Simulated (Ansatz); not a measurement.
# ZnAu: the cost of one run

Method: DFT PBE, scalar-relativistic, plane waves, PAW, in Ansatz 0.2.0.

2 further runs of the same task are left out: 2 set aside as unsound or not needed.

## 1. The system as given

It takes space group Pm-3m (No. 221, cubic). Conventional cell: a = 3.187 Å, b = 3.187 Å, c = 3.187 Å, α = 90.00°, β = 90.00°, γ = 90.00°. Zn (site symmetry m-3m) has 8 Au at 2.76 Å as nearest neighbours. Au (site symmetry m-3m) is surrounded by 8 Zn at 2.76 Å.

Structure file:

```xyz
2
Lattice="3.1867 0.0000 0.0000 0.0000 3.1867 0.0000 0.0000 0.0000 3.1867" Properties=species:S:1:pos:R:3 pbc="T T T"
Zn    1.5933    1.5933    1.5933
Au    0.0000    0.0000    0.0000
```

This cell was relaxed beforehand with the same method: volume 16.18 Å³/atom, gap on the mesh none (metal).

## 2. Electronic structure at the relaxed geometry

Input file input.yaml:

```yaml
crystal:
  lattice:
    - [3.186696885, 0.0, 0.0]
    - [0.0, 3.186696885, 0.0]
    - [0.0, 0.0, 3.186696885]
  atoms:
    - { symbol: Zn, position: [0.5, 0.5, 0.5] }
    - { symbol: Au, position: [0.0, 0.0, 0.0] }
basis:
  ecutwfc: 420
kpoints:
  mp_grid: { grid: [14, 14, 14] }
  band_path:
    path:
      - [[0.0, 0.0, 0.0], [0.0, 0.5, 0.0], [0.5, 0.5, 0.0], [0.0, 0.0, 0.0], [0.5, 0.5, 0.5], [0.0, 0.5, 0.0]]
      - [[0.5, 0.5, 0.5], [0.5, 0.5, 0.0]]
    npoints: 14
hamiltonian:
  xc: pbe
scf:
  occupations: { method: gaussian, width: 0.1 }
  n_extra_bands: 6
output:
  forces: true
  stress: true
  eigenvalues: true
  populations: true
  dos: { projected: true, de: 0.02, nscf_kmesh: { grid: [21, 21, 21] } }
  bader: true
  write_density: true
  write_potential: true
  elf: true
  volumetric_format: npy
```

The run is started by

```
> ansatz run input.yaml --threads 1 --pin off --max-ram 2560MiB --backend cpu --events-out ev --progress --plain --runs-dir out
```

What time and memory should one allow on 1 thread of Arm Neoverse V1, shared host?

About 25 s, with a peak of 0.38 GiB.
